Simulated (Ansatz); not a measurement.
Theory: DFT PBE, scalar-relativistic, plane waves, PAW in Ansatz. Settings: cutoff 420 eV, Γ-centred meshes spaced at most about 0.3 Å⁻¹, and about 0.25 Å⁻¹ or finer for metals (2π included), Gaussian smearing. No spin polarisation in the final relaxations.

These are static total energies at zero pressure.

Two relaxed structures of MgH:

1.

```cif
data_structure
_symmetry_space_group_name_H-M 'Pmmn:1'
_symmetry_Int_Tables_number 59
_cell_length_a 3.3129
_cell_length_b 4.6879
_cell_length_c 6.5489
_cell_angle_alpha 90.000
_cell_angle_beta 90.000
_cell_angle_gamma 90.000
_cell_volume 101.71
loop_
_atom_site_label
_atom_site_type_symbol
_atom_site_symmetry_multiplicity
_atom_site_Wyckoff_symbol
_atom_site_fract_x
_atom_site_fract_y
_atom_site_fract_z
_atom_site_occupancy
Mg1 Mg 2 b 0.50000 0.00000 0.88611 1
Mg2 Mg 2 b 0.50000 0.00000 0.37701 1
H1 H 4 e 0.00000 0.24968 0.36070 1
```

2.

```cif
data_structure
_symmetry_space_group_name_H-M 'Cmmm'
_symmetry_Int_Tables_number 65
_cell_length_a 2.8671
_cell_length_b 5.9228
_cell_length_c 3.1505
_cell_angle_alpha 90.000
_cell_angle_beta 90.000
_cell_angle_gamma 90.000
_cell_volume 53.50
loop_
_atom_site_label
_atom_site_type_symbol
_atom_site_symmetry_multiplicity
_atom_site_Wyckoff_symbol
_atom_site_fract_x
_atom_site_fract_y
_atom_site_fract_z
_atom_site_occupancy
Mg1 Mg 2 a 0.00000 0.00000 0.00000 1
H1 H 2 c 0.50000 0.00000 0.50000 1
```

**Question.** Which would you expect to be lower, and how large is the difference?

**Answer.** Cell 1 is lower, by 280 meV/atom. Cell 1 has space group Pmmn (No. 59), 12.7 Å³/atom and no gap on its mesh; cell 2 has space group Cmmm (No. 65), 13.4 Å³/atom and no gap. Counting H atoms around Mg (those within 1.25 times the shortest such distance or 1.15 times the sum of covalent radii, 1.27 where that leaves under three; a slash parts the counts of unlike sites), cell 1 has Mg 2/6 and cell 2 has Mg 4. The denser one is the lower, and pressure would at first widen the difference. In cell 1, around Mg on its first site lie 2 H at 2.00 Å; around Mg on its second site lie 6 H at 2.03–2.08 Å; H has 4 Mg at 2.00–2.08 Å and 4 H at 2.34–2.46 Å. In cell 2, Mg has 4 H at 2.13 Å; H has 4 Mg at 2.13 Å. Both come from invented guesses.

With hydrogen, zero-point motion can shift such differences by 10 meV/atom or more. A magnetic state wasn't ruled out in cells without spin, among them Cmmm. Cells relaxed within their symmetry can be saddle points. The Pmmn cell of MgH came from shaking the Cmmm one.
